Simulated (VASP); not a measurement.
# HfB (Fm-3m) in VASP: a series of runs

The runs below take HfB through single point, with PBE, PBEsol.

Program: VASP 6.6.1. These are calculated values, not measurements. Logs are shortened: lines on timing, memory, paths and dates and some standing lists are left out, and cuts for length are marked.

### Step 1. The crystal as given

It takes space group Fm-3m (No. 225, cubic). Conventional cell: a = 4.620 Å, b = 4.620 Å, c = 4.620 Å, α = 90.00°, β = 90.00°, γ = 90.00°. Hf (site symmetry m-3m) has 6 B at 2.31 Å as nearest neighbours. B (site symmetry m-3m) has 6 Hf at 2.31 Å as nearest neighbours.

### Step 2. Single point, PBE

INCAR reads:

```
SYSTEM = HfB
PREC = Accurate ; ENCUT = 500
EDIFF = 1E-7 ; ISMEAR = 0
SIGMA = 0.02 ; LREAL = .FALSE.
LASPH = .TRUE. ; NELM = 100
ALGO = Normal ; ISIF = 2
LWAVE = .FALSE. ; LCHARG = .FALSE.
GGA = PE
```

KPOINTS reads:

```
regular mesh
0
G
  6 6 6
  0 0 0
```

POSCAR reads:

```
HfB
1.0
    0.0000000000      2.3100000000      2.3100000000
    2.3100000000      0.0000000000      2.3100000000
    2.3100000000      2.3100000000      0.0000000000
Hf B
1 1
Direct
    0.5000000000      0.5000000000      0.5000000000
    0.0000000000      0.0000000000      0.0000000000
```

Potentials or basis: VASP PAW PBE potentials, release 64 (Hf_sv_GW, B_GW).

Launch:

```bash
cat potpaw_PBE.64/Hf_sv_GW/POTCAR potpaw_PBE.64/B_GW/POTCAR > POTCAR
mpirun -np 1 vasp_std > vasp.out
```

OUTCAR:

```text
SYSTEM = HfB
   PREC = Accurate
   ENCUT = 500
   EDIFF = 1E-7
   ISMEAR = 0
   LREAL = .FALSE.
   LASPH = .TRUE.
   NELM = 100
   ISIF = 2
   GGA = PE

 ion  position               nearest neighbor table
   1  0.500  0.500  0.500-   2 2.31   2 2.31   2 2.31   2 2.31   2 2.31   2 2.31
   2  0.000  0.000  0.000-   1 2.31   1 2.31   1 2.31   1 2.31   1 2.31   1 2.31

  LATTYP: Found a face centered cubic cell.
 ALAT       =     4.6200000000

  Lattice vectors:

 A1 = (   0.0000000000,   2.3100000000,   2.3100000000)
 A2 = (   2.3100000000,   0.0000000000,   2.3100000000)
 A3 = (   2.3100000000,   2.3100000000,   0.0000000000)

Analysis of symmetry for initial positions (statically):
=====================================================================
 Subroutine PRICEL returns:
 Original cell was already a primitive cell.

 Routine SETGRP: Setting up the symmetry group for a
 face centered cubic supercell.

 Subroutine GETGRP returns: Found 48 space group operations
 (whereof 48 operations were pure point group operations)
 out of a pool of 48 trial point group operations.

The static configuration has the point symmetry O_h .

Analysis of symmetry for dynamics (positions and initial velocities):
=====================================================================
 Subroutine PRICEL returns:
 Original cell was already a primitive cell.

 Routine SETGRP: Setting up the symmetry group for a
 face centered cubic supercell.

 Subroutine GETGRP returns: Found 48 space group operations
 (whereof 48 operations were pure point group operations)
 out of a pool of 48 trial point group operations.

The dynamic configuration has the point symmetry O_h .

 Subroutine INISYM returns: Found 48 space group operations
 (whereof 48 operations are pure point group operations),
 and found     1 'primitive' translations

----------------------------------------------------------------------------------------

                                     Primitive cell

  volume of cell :      24.6528

  direct lattice vectors                    reciprocal lattice vectors
     0.000000000  2.310000000  2.310000000    -0.216450216  0.216450216  0.216450216
     2.310000000  0.000000000  2.310000000     0.216450216 -0.216450216  0.216450216
     2.310000000  2.310000000  0.000000000     0.216450216  0.216450216 -0.216450216

  length of vectors
     3.266833329  3.266833329  3.266833329     0.374902772  0.374902772  0.374902772

  position of ions in fractional coordinates (direct lattice)
     0.500000000  0.500000000  0.500000000
     0.000000000  0.000000000  0.000000000

  ion indices of the primitive-cell ions
   primitive index   ion index
                 1           1
                 2           2

----------------------------------------------------------------------------------------

 KPOINTS: regular mesh

Automatic generation of k-mesh.
 Grid dimensions read from file:
 generate k-points for:    6    6    6

 Generating k-lattice:

  Cartesian coordinates                     Fractional coordinates (reciprocal lattice)
    -0.036075036  0.036075036  0.036075036     0.166666667  0.000000000  0.000000000
     0.036075036 -0.036075036  0.036075036     0.000000000  0.166666667  0.000000000
     0.036075036  0.036075036 -0.036075036     0.000000000  0.000000000  0.166666667

  Length of vectors
     0.062483795  0.062483795  0.062483795

  Shift w.r.t. Gamma in fractional coordinates (k-lattice)
     0.000000000  0.000000000  0.000000000

 Subroutine IBZKPT returns following result:
 ===========================================

 Found     16 irreducible k-points:

 Following reciprocal coordinates:
            Coordinates               Weight
  0.000000  0.000000  0.000000      1.000000
  0.166667  0.000000  0.000000      8.000000
  0.333333  0.000000  0.000000      8.000000
  0.500000  0.000000  0.000000      4.000000
  0.166667  0.166667  0.000000      6.000000
  0.333333  0.166667  0.000000     24.000000
[... 8 lines left out ...]
 -0.333333  0.333333  0.166667     24.000000
 -0.333333  0.500000  0.166667     12.000000
   k-points           NKPTS =     16   k-points in BZ     NKDIM =     16   number of bands    NBANDS=     11
   number of dos      NEDOS =    301   number of ions     NIONS =      2
   total plane-waves  NPLWV =  13824
   dimension x,y,z NGX =    24 NGY =   24 NGZ =   24
   dimension x,y,z NGXF=    48 NGYF=   48 NGZF=   48
   ions per type =               1   1
   NGX,Y,Z   is equivalent  to a cutoff of  12.21, 12.21, 12.21 a.u.
   NGXF,Y,Z  is equivalent  to a cutoff of  24.43, 24.43, 24.43 a.u.
 SYSTEM =  HfB
   PREC   = accura    normal or accurate (medium, high low for compatibility)
   ISTART =      0    job   : 0-new  1-cont  2-samecut
   ICHARG =      2    charge: 1-file 2-atom 10-const
   ISPIN  =      1    spin polarized calculation?
   LNONCOLLINEAR =      F non collinear calculations
   LSORBIT =      F    spin-orbit coupling
   LASPH  =      T    aspherical Exc in radial PAW
   ENCUT  =  500.0 eV  36.75 Ry    6.06 a.u.   5.96  5.96  5.96*2*pi/ulx,y,z
   NELM   =    100;   NELMIN=  2; NELMDL= -5     # of ELM steps
   EDIFF  = 0.1E-06   stopping-criterion for ELM
   LREAL  =      F    real-space projection
   EDIFFG = 0.1E-05   stopping-criterion for IOM
   NSW    =      0    number of steps for IOM
   IBRION =     -1    ionic relax: 0-MD 1-quasi-New 2-CG
   NFREE  =      0    steps in history (QN), initial steepest desc. (CG)
   ISIF   =      2    stress and relaxation
   ISYM   =      2    0-nonsym 1-usesym 2-fastsym
   POTIM  = 0.5000    time-step for ionic-motion
   TEBEG  =    0.0;   TEEND  =   0.0 temperature during run
   PSTRESS=    0.0 pullay stress
   NELECT =      15.0000    total number of electrons
   NUPDOWN=      -1.0000    fix difference up-down
   EMIN   =  10.00;   EMAX   =-10.00  energy-range for DOS
   EFERMI =   0.00;   METHOD = LEGACY
   ISMEAR =     0;   SIGMA  =   0.02  broadening in eV -4-tet -1-fermi 0-gaus
   EFERMI_NEDOS =   21; number of points for ismear=-14 and -15
   IALGO  =     38    algorithm
   IMIX   =      4    mixing-type and parameters
     AMIX     =   0.40;   BMIX     =  1.00
     AMIX_MAG =   1.60;   BMIX_MAG =  1.00
  volume/ion in A,a.u.               =      12.33        83.18
  Fermi-wavevector in a.u.,A,eV,Ry     =   1.387235  2.621493 26.183325  1.924420
  Thomas-Fermi vector in A             =   2.511475
   LORBIT       =      0    0 simple, 1 ext, 2 COOP (PROOUT), +10 PAW based schemes
   GGA     = PE    functional components
   LHFCALC =     F    Hartree Fock is set to
   AEXX    =    0.0000 exact exchange contribution
   IVDW    =     0    specifies the selected vdW correction
   LEPSILON=     F    determine dielectric tensor
   LRPA    =     F    only Hartree local field effects (RPA)
 non-spin polarized calculation
 Gauss-broadening in eV      SIGMA  =   0.02
  energy-cutoff  :      500.00
  volume of cell :       24.65
 maximum number of plane-waves:       636
   NGX = 11   NGY = 11   NGZ = 11

 number of electron      15.0000000 magnetization

 Free energy of the ion-electron system (eV)
  ---------------------------------------------------
  ext. energy  EPLUGINS =         0.00000000
  ---------------------------------------------------
  free energy    TOTEN  =       -19.99015011 eV

  energy without entropy =      -19.98889634  energy(sigma->0) =      -19.98952323

 E-fermi :   8.4603     XC(G=0): -12.6578

 val. band max:        8.4602754847   @ k =   0.5000   0.3333   0.1667
 cond. band min:       8.9805542358   @ k =   0.1667   0.0000   0.0000
 fundamental gap:      0.5202787511
 Fermi energy:         8.4602755224

 k-point     1 :       0.0000    0.0000    0.0000
  band No.  band energies     occupation
      1     -51.1458      2.00000
      2     -19.6268      2.00000
      3     -19.6268      2.00000
      4     -19.6268      2.00000
      5      -0.8819      2.00000
      6      10.8799      0.00000
      7      10.8799      0.00000
      8      10.8799      0.00000
      9      12.6997      0.00000
     10      12.6997      0.00000
     11      12.6997      0.00000

 k-point     2 :       0.1667    0.0000    0.0000
  band No.  band energies     occupation
      1     -51.1345      2.00000
      2     -19.8192      2.00000
      3     -19.6467      2.00000
      4     -19.6467      2.00000
      5      -0.1076      2.00000
      6       8.9806      0.00000
      7       9.6612      0.00000
      8       9.6612      0.00000
      9      11.9192      0.00000
     10      11.9192      0.00000
     11      13.4925      0.00000

 k-point     3 :       0.3333    0.0000    0.0000
  band No.  band energies     occupation
      1     -51.1118      2.00000
      2     -20.1838      2.00000
      3     -19.6853      2.00000
      4     -19.6853      2.00000
      5       1.8073      2.00000
      6       6.4925      2.00000
      7       7.9103      2.00000
      8       7.9103      2.00000
      9      13.7564      0.00000
     10      13.7564      0.00000
     11      14.4413      0.00000

 k-point     4 :       0.5000    0.0000    0.0000
  band No.  band energies     occupation
      1     -51.1004      2.00000
      2     -20.3575      2.00000
      3     -19.7047      2.00000
      4     -19.7047      2.00000
      5       3.6651      2.00000
      6       4.6318      2.00000
      7       7.3013      2.00000
      8       7.3013      2.00000
      9      15.2183      0.00000
     10      15.2183      0.00000
     11      16.2713      0.00000
[... 127 lines left out ...]
 k-point    14 :       0.5000    0.3333    0.1667
  band No.  band energies     occupation
      1     -51.0965      2.00000
      2     -20.1643      2.00000
      3     -19.9166      2.00000
      4     -19.7746      2.00000
      5       2.6785      2.00000
      6       6.0056      2.00000
      7       7.5895      2.00000
      8       8.4603      1.00000
      9      12.4078      0.00000
     10      15.7482      0.00000
     11      16.5453      0.00000

 k-point    15 :      -0.3333    0.3333    0.1667
  band No.  band energies     occupation
      1     -51.0889      2.00000
      2     -20.1873      2.00000
      3     -19.9980      2.00000
      4     -19.8162      2.00000
      5       3.3440      2.00000
      6       5.7451      2.00000
      7       7.4409      2.00000
      8       8.1124      2.00000
      9      13.8317      0.00000
     10      14.1984      0.00000
     11      16.3354      0.00000

 k-point    16 :      -0.3333    0.5000    0.1667
  band No.  band energies     occupation
      1     -51.0851      2.00000
      2     -20.1927      2.00000
      3     -19.9900      2.00000
      4     -19.8905      2.00000
      5       2.6731      2.00000
      6       7.3571      2.00000
      7       7.5107      2.00000
      8       8.1842      2.00000
      9      12.7290      0.00000
     10      15.5813      0.00000
     11      16.5614      0.00000

------------------------ aborting loop because EDIFF is reached ----------------------------------------

  FORCE on cell =-STRESS in cart. coord.  units (eV):
  Direction    XX          YY          ZZ          XY          YZ          ZX
  --------------------------------------------------------------------------------------
  -------------------------------------------------------------------------------------
  Total        4.7062927      4.7062927      4.7062927      0.0000000      0.0000000     -0.0000000
  in kB      305.8606316    305.8606316    305.8606316      0.0000000      0.0000000     -0.0000000
  external PRESSURE =     305.8606316 kB  Pullay stress =       0.0000000 kB

 VOLUME and BASIS-vectors are now :
 -----------------------------------------------------------------------------
  energy-cutoff  :      500.00
  volume of cell :       24.65
      direct lattice vectors                 reciprocal lattice vectors
     0.000000000  2.310000000  2.310000000    -0.216450216  0.216450216  0.216450216
     2.310000000  0.000000000  2.310000000     0.216450216 -0.216450216  0.216450216
     2.310000000  2.310000000  0.000000000     0.216450216  0.216450216 -0.216450216

 POSITION                                       TOTAL-FORCE (eV/Angst)
 -----------------------------------------------------------------------------------
      2.31000      2.31000      2.31000         0.000000     -0.000000      0.000000
      0.00000      0.00000      0.00000        -0.000000      0.000000     -0.000000
 -----------------------------------------------------------------------------------
    total drift:                               -0.000000     -0.000000      0.000000

  FREE ENERGIE OF THE ION-ELECTRON SYSTEM (eV)
  ---------------------------------------------------
  free  energy   TOTEN  =       -19.9901501141 eV

  energy  without entropy=      -19.9888963434  energy(sigma->0) =      -19.98952323
```

It took 7.5 s on 1 thread of Intel Xeon Platinum 8259CL at 2.50GHz (Skylake/Cascade Lake), shared host; peak memory 0.14 GiB.

Results:

| Quantity | Value |
| --- | --- |
| Free energy | -19.9902 eV |
| Pressure | 30.6 GPa |
| Band gap on the k mesh | none (metal or under the smearing width) |

Caveat: the k mesh is coarse (spacing up to 0.39 Å⁻¹), so the values aren't converged; a pressure of tens of GPa on the cell as given is suspect, and the run, the potentials or the cell itself is likely at fault. Spin-orbit coupling is left out, which matters for the levels of Hf.

### Step 3. Single point, PBEsol

INCAR reads:

```
  ALGO = Normal
  EDIFF = 1E-7
  ENCUT = 520
  GGA = PS
  ISIF = 2
  ISMEAR = 0
  LASPH = T
  LCHARG = F
  LREAL = F
  LWAVE = F
  NELM = 80
  PREC = Accurate
  SIGMA = 0.1
```

KPOINTS reads:

```
k-points
0
Gamma
  10 10 10
```

POSCAR reads:

```
HfB
3.2668
    0.000000000000      0.707113995347      0.707113995347
    0.707113995347      0.000000000000      0.707113995347
    0.707113995347      0.707113995347      0.000000000000
Hf B
1 1
Direct
    0.5000000000      0.5000000000      0.5000000000
    0.0000000000      0.0000000000      0.0000000000
```

Potentials or basis: VASP PAW PBE potentials, release 64 (Hf_pv, B).

Launch:

```bash
cat potpaw_PBE.64/Hf_pv/POTCAR potpaw_PBE.64/B/POTCAR > POTCAR
mpirun -np 1 vasp_std > vasp.out
```

It took 14 s on 1 thread of Intel Xeon Platinum 8175M at 2.50GHz (Skylake/Cascade Lake), shared host; peak memory 0.14 GiB.

Results (log left out):

```
Free energy            : -18.2038 eV
Pressure               : 24.3 GPa
Band gap on the k mesh : none (metal or under the smearing width)
```

Levels at points of the mesh, in eV from the Fermi level:
| k point | band 3 | band 4 | band 5 | band 6 | band 7 | band 8 | band 9 | band 10 |
| --- | --- | --- | --- | --- | --- | --- | --- | --- |
| (0.00, 0.00, 0.00) | -28.22 | -9.54 | 2.18 | 2.18 | 2.18 | 4.02 | 4.02 | 4.02 |
| (0.50, 0.00, 0.00) | -28.30 | -5.02 | -3.97 | -1.35 | -1.35 | 6.54 | 6.54 | 7.59 |
| (0.50, 0.50, 0.00) | -28.48 | -6.68 | -1.12 | -0.87 | 2.42 | 2.42 | 6.26 | 7.91 |

Caveat: so large a pressure means that the cell lies far from this level's equilibrium, or that cutoff or potentials fall short; the potentials were made for another functional, which shifts forces and pressure. Spin-orbit coupling is left out, which matters for the levels of Hf.

### Step 4. Single point, PBEsol

run.py reads:

```python
from ase.calculators.vasp import Vasp
from ase.dft.bandgap import bandgap
from ase.io import read

atoms = read('HfB.cif')
calc = Vasp(
    directory='calc',
    xc='pbesol',
    pp='PBE',
    setups='materialsproject',
    prec='Accurate',
    encut=520,
    ediff=1e-06,
    ismear=0,
    sigma=0.1,
    lreal=False,
    lasph=True,
    nelm=100,
    algo='Normal',
    isif=2,
    lwave=False,
    lcharg=False,
    kpts=[10, 10, 10],
    gamma=True,
)
atoms.calc = calc

print('energy (eV):', atoms.get_potential_energy())
print('free energy (eV):', atoms.get_potential_energy(force_consistent=True))
print('forces (eV/A):')
print(atoms.get_forces())
print('stress (eV/A^3, Voigt):', atoms.get_stress())
print('Fermi level (eV):', calc.get_fermi_level())
gap, top, bottom = bandgap(calc)
print('band gap (eV):', gap, 'from (spin, k, band)', top, 'to', bottom)
```

HfB.cif reads:

```cif
data_HfB
_cell_length_a 3.26683333
_cell_length_b 3.26683333
_cell_length_c 3.26683333
_cell_angle_alpha 60.00000000
_cell_angle_beta 60.00000000
_cell_angle_gamma 60.00000000
_space_group_name_H-M_alt 'P1'
_space_group_name_Hall 'P 1'
_space_group_IT_number 1
loop_
_space_group_symop_operation_xyz
'x,y,z'
loop_
_atom_site_label
_atom_site_type_symbol
_atom_site_symmetry_multiplicity
_atom_site_Wyckoff_symbol
_atom_site_fract_x
_atom_site_fract_y
_atom_site_fract_z
_atom_site_occupancy
Hf1 Hf 1 a 0.5000000000 0.5000000000 0.5000000000 1
B1 B 1 a 0.0000000000 0.0000000000 0.0000000000 1
```

Potentials or basis: VASP PAW PBE potentials, release 64 (Hf_pv, B).

Launch:

```bash
python run.py
```

The log of the run:

```text
energy (eV): -18.20046694
free energy (eV): -18.20383714
forces (eV/A):
[[-0. -0.  0.]
 [ 0.  0.  0.]]
stress (eV/A^3, Voigt): [-0.15132859 -0.15132859 -0.15132859 -0.         -0.         -0.        ]
Fermi level (eV): 4.97036021
band gap (eV): 0.0 from (spin, k, band) (None, None, None) to (None, None, None)
```

OUTCAR:

```text
ENCUT = 520.000000
   EDIFF = 1.00e-06
   GGA = PS
   PREC = Accurate
   ISIF = 2
   ISMEAR = 0
[... 534 lines left out ...]
      3.26683      1.88611      1.33368        -0.000000     -0.000000      0.000000
      0.00000      0.00000      0.00000         0.000000      0.000000      0.000000
 -----------------------------------------------------------------------------------
    total drift:                               -0.000000      0.000000     -0.000000

  FREE ENERGIE OF THE ION-ELECTRON SYSTEM (eV)
  ---------------------------------------------------
  free  energy   TOTEN  =       -18.2038371392 eV

  energy  without entropy=      -18.1970967446  energy(sigma->0) =      -18.20046694
```

INCAR:

```text
ENCUT = 520.000000
SIGMA = 0.100000
EDIFF = 1.00e-06
ALGO = Normal
GGA = PS
PREC = Accurate
ISIF = 2
ISMEAR = 0
NELM = 100
LASPH = .TRUE.
LCHARG = .FALSE.
LWAVE = .FALSE.
LREAL = .FALSE.
```

Wall time 21 s (1 thread of Intel Xeon Platinum 8175M at 2.50GHz (Skylake/Cascade Lake), shared host); peak memory 0.14 GiB.

Results:

| Item | Value |
| --- | --- |
| Free energy | -18.2038 eV |
| Pressure | 24.2 GPa |
| Band gap on the k mesh | none (metal or under the smearing width) |

Levels at points of the mesh, in eV from the Fermi level:
```tsv
k point	band 5	band 6	band 7	band 8	band 9	band 10
(0.00, 0.00, 0.00)	2.18	2.18	2.18	4.02	4.02	4.02
(0.50, 0.00, 0.00)	-3.97	-1.35	-1.35	6.54	6.54	7.59
(0.50, 0.50, 0.00)	-1.12	-0.87	2.42	2.42	6.26	7.91
```

Caveat: so large a pressure means that the cell lies far from this level's equilibrium, or that cutoff or potentials fall short; the potentials were made for another functional, which shifts forces and pressure. Spin-orbit coupling is left out, which matters for the levels of Hf.

### Step 5. The reference run

An earlier run on the cell as given: functional PBE; potentials or basis VASP PAW PBE potentials, release 64 (Hf_pv, B); cutoff 520 eV; k mesh 10 × 10 × 10; occupations fermi-dirac, width 0.05 eV; no spin polarisation.

- Pressure: 30.5 GPa
- Band gap on the k mesh: none (metal or under the smearing width)

### Step 6. Overview

| level | potentials or basis | k mesh | cutoff (eV) | smearing | mesh quality | gap on the mesh (eV) | pressure (GPa) |
| --- | --- | --- | --- | --- | --- | --- | --- |
| PBE | VASP PAW PBE potentials, release 64 (Hf_sv_GW, B_GW) | 6 × 6 × 6 | 500 | gaussian 0.02 eV | coarse | none | 30.6 |
| PBEsol | VASP PAW PBE potentials, release 64 (Hf_pv, B) | 10 × 10 × 10 | 520 | gaussian 0.1 eV | not flagged | none | 24.2 |
| PBE | VASP PAW PBE potentials, release 64 (Hf_pv, B) | 10 × 10 × 10 | 520 | fermi-dirac 0.05 eV | not flagged | none | 30.5 |

Alike in all rows: task single point; no spin polarisation; cell as given.

Caveats: some runs use coarse meshes; a pressure of tens of GPa on the cell as given is suspect, and the run, the potentials or the cell itself is likely at fault (some runs); so large a pressure means that the cell lies far from this level's equilibrium, or that cutoff or potentials fall short (some runs); the potentials were made for another functional, which shifts forces and pressure (some runs).

Absolute energies hang on the potentials; compare differences alone.
